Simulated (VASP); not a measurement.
Wanted: the native input for a VASP 6.6.1 run.

- Task: relaxation of the atoms
- Functional: PBE
- Dispersion: D3(BJ)
- Potentials or basis: VASP PAW PBE potentials, release 64 (Ge_d)
- Cutoff: 600 eV
- k mesh: 10 × 10 × 10
- Occupations: gaussian, width 0.03 eV
- Spin: no spin polarisation
- Further INCAR settings: ALGO = Normal; EDIFF = 1e-07; IBRION = 2; EDIFFG = -0.01; NSW = 40

The structure of Ge lies in POSCAR:

```
Ge                                      
1.0
   -0.0000000000      2.8866429062      2.8866429062
    2.8866429062     -0.0000000000      2.8866429062
    2.8866429062      2.8866429062     -0.0000000000
  Ge            
     2
Direct
     0.0000000000000000    0.0000000000000000    0.0000000000000000
     0.2500000000000000    0.2500000000000000    0.2500000000000000
```

The cell isn't the ideal one: a relaxed cell with its volume scaled by 1.04.

These files were run (other wordings do the same):

INCAR

```
SYSTEM = Ge
  PREC = Accurate
  ENCUT = 600
  EDIFF = 1E-7
  ISMEAR = 0
  SIGMA = 0.03
  LREAL = .FALSE.
  LASPH = .TRUE.
  NELM = 80
  ALGO = Normal
  ISIF = 2
  LWAVE = .FALSE.
  LCHARG = .FALSE.
  GGA = PE
  IVDW = 12
  IBRION = 2
  NSW = 40
  EDIFFG = -0.01
```

KPOINTS

```
Automatic mesh
0
G
  10 10 10
  0 0 0
```

Potentials or basis: VASP PAW PBE potentials, release 64 (Ge_d).

Command:

```console
$ cat potpaw_PBE.64/Ge_d/POTCAR > POTCAR
$ mpirun -np 1 vasp_std > vasp.out
```

It gave:

- Pressure after relaxing: -2.2 GPa
- Band gap on the k mesh: none (metal or under the smearing width)
- Dispersion energy per atom: -0.279 eV

Caveat: the relaxation stopped at its first step, so nothing moved; pairwise dispersion overbinds metals, which lowers pressure and volume.

Wall time 47 s on 1 thread of AMD EPYC 7R13 Processor (Zen 3), on a shared host, peak memory 0.19 GiB.
